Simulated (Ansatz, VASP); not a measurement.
# One calculation of ZnO, two programs

```
Zn O
1.0
     3.23010    0.00000    0.00000
    -1.61505    2.79735    0.00000
     0.00000    0.00000    5.21376
Zn O
2 2
Direct
  0.33333 0.66667 0.00049
  0.66667 0.33333 0.50049
  0.33333 0.66667 0.37951
  0.66667 0.33333 0.87951
```

Alike in both runs: task single point; functional LDA; k mesh 8 × 8 × 6; no spin polarisation.

|  | VASP | Ansatz |
| --- | --- | --- |
| version | VASP 6.6.1 | Ansatz 0.2.0 |
| potentials or method | VASP PAW LDA potentials, release 64 (Zn, O) | scalar-relativistic, plane waves, PAW |
| plane-wave cutoff (eV) | 520 | 420 |
| occupations | gaussian, width 0.01 eV | fixed |
| valence electrons in the cell | 36 | 36 |

|  | VASP | Ansatz | Ansatz less VASP |
| --- | --- | --- | --- |
| gap on the k mesh at the Fermi level (eV) | 0.75 | 0.74 | -0.006 |
| least direct gap on the mesh (eV) | 0.75 | 0.74 | -0.006 |

Expect the measured gap to be larger: semilocal functionals such as LDA lack the derivative discontinuity.
